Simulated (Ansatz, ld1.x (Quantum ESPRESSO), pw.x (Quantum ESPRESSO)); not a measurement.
## From atom to crystal: TM potential for Pt

ld1.x (Quantum ESPRESSO) 7.5 input, shortened:

```
&input
   title='Pt', zed=78., rel=1, dft='PBE', iswitch=3,
   config='[Xe] 4f14 5d10 6s0 6p0'
 /
 &inputp
   pseudotype=2, tm=.true., lloc=0,
   nlcc=.true., new_core_ps=.true.
 /
3
6P  2  1   0.00   0.00  3.20  3.20  0.0
5D  3  2  10.00   0.00  2.35  2.35  0.0
6S  1  0   0.00   0.00  2.50  2.50  0.0
 &test
   configts(1)='5d10 6s0 6p0'
 /
```

Crystal test: sc Pt in pw.x 7.5, no spin, 12³ k-points, Fermi–Dirac smearing 0.01 Ry, cutoffs 60/240 Ry. The reference is all-electron LAPW (Ansatz 0.2.0) with the same functional, mesh and smearing; V0 and B0 come from Birch–Murnaghan fits to the pressures at five volumes. Errors are pseudo minus all-electron; Δ is the rms difference of the E(V) curves that follow from these fits, minima aligned, over ±6 % about the mean V0. Mesh and smearing are coarse, so the numbers serve the comparison and aren't converged zero-temperature values; the lattice is a test structure that the element need not adopt.

All-electron: a0 = 2.626 Å (V0 = 18.11 Å³/atom), B0 = 184.3 GPa.

Q: How far does the potential miss the all-electron equation of state?

A: mean pressure error (GPa): +7.11; a0 (Å): 2.659; a0 error (%): +1.25; B0 error (%): -6.2; Δ (meV/atom): 27.0. The largest radius (3.20 bohr) exceeds half the bond length (2.49 bohr), so the spheres overlap, which is one possible source of error among others. This is a poor potential for the solid.

| V (Å³/atom) | P all-electron (GPa) | P pseudo (GPa) |
| --- | --- | --- |
| 17.283 | 9.80 | 18.34 |
| 17.738 | 4.08 | 11.81 |
| 18.193 | -0.80 | 6.22 |
| 18.648 | -4.96 | 1.44 |
| 19.103 | -8.49 | -2.63 |

Q: At the middle volume, how do free energy and pressure move when the wave cutoff is lowered (ecutrho kept at four times it)?

A:

| cutoff (Ry) | shift of F (meV/atom) | shift of P (GPa) |
| --- | --- | --- |
| 27 | +2045.0 | -99.79 |
| 36 | +71.8 | -6.52 |
| 48 | +7.7 | +0.10 |

Input at the middle volume:

```
&control
  calculation='scf', prefix='x', pseudo_dir='./', outdir='./tmp', tstress=.true., disk_io='low'
/
&system
  ibrav=0, nat=1, ntyp=1, ecutwfc=60, ecutrho=240, nbnd=12,
  occupations='smearing', smearing='fd', degauss=0.01
/
&electrons
  conv_thr=1e-09, mixing_beta=0.4, electron_maxstep=70
/
ATOMIC_SPECIES
Pt 1.0 Pt.UPF
CELL_PARAMETERS angstrom
  2.63007484 0.00000000 0.00000000
  0.00000000 2.63007484 0.00000000
  0.00000000 0.00000000 2.63007484
ATOMIC_POSITIONS crystal
Pt 0.0000 0.0000 0.0000
K_POINTS automatic
12 12 12 0 0 0
```

```bash
pw.x < Pt.scf.in > Pt.scf.out
```

Lines of the output:

```
Message from routine setup:
     using ibrav=0 with symmetry is DISCOURAGED, use correct ibrav instead
     lattice parameter (alat)  =       4.9701  a.u.
     unit-cell volume          =     122.7724 (a.u.)^3
     number of electrons       =        10.00
     number of Kohn-Sham states=           12
     kinetic-energy cutoff     =      60.0000  Ry
     charge density cutoff     =     240.0000  Ry
     scf convergence threshold =      1.0E-09
     Exchange-correlation= PBE
     number of k points=    84  Fermi-Dirac smearing, width (Ry)=  0.0100
     iteration #  1     ecut=    60.00 Ry     beta= 0.40
     total energy              =     -95.48267190 Ry
     estimated scf accuracy    <       0.26517013 Ry
     iteration #  2     ecut=    60.00 Ry     beta= 0.40
     total energy              =     -95.52275371 Ry
     estimated scf accuracy    <       0.00350557 Ry
     iteration #  3     ecut=    60.00 Ry     beta= 0.40
     total energy              =     -95.52340941 Ry
     estimated scf accuracy    <       0.00031532 Ry
     iteration #  4     ecut=    60.00 Ry     beta= 0.40
     total energy              =     -95.52342291 Ry
     estimated scf accuracy    <       0.00000350 Ry
     iteration #  5     ecut=    60.00 Ry     beta= 0.40
     total energy              =     -95.52342351 Ry
     estimated scf accuracy    <       0.00000056 Ry
     iteration #  6     ecut=    60.00 Ry     beta= 0.40
     total energy              =     -95.52342354 Ry
     estimated scf accuracy    <          5.3E-09 Ry
     iteration #  7     ecut=    60.00 Ry     beta= 0.40
     the Fermi energy is    13.5053 ev
!    total energy              =     -95.52342354 Ry
     estimated scf accuracy    <          2.3E-10 Ry
     smearing contrib. (-TS)   =      -0.00594388 Ry
     The total energy is F=E-TS. E is the sum of the following terms:
     one-electron contribution =      10.55188067 Ry
     hartree contribution      =       6.00982995 Ry
     xc contribution           =     -54.99210120 Ry
     ewald contribution        =     -57.08708909 Ry
     convergence has been achieved in   7 iterations
          total   stress  (Ry/bohr**3)                   (kbar)     P=       62.20
```

The run at the middle volume (84 k-points, 7 iterations) took about 5.3 s on one core of a shared host (Neoverse-V2, 32 threads, 247 GiB, load 20).
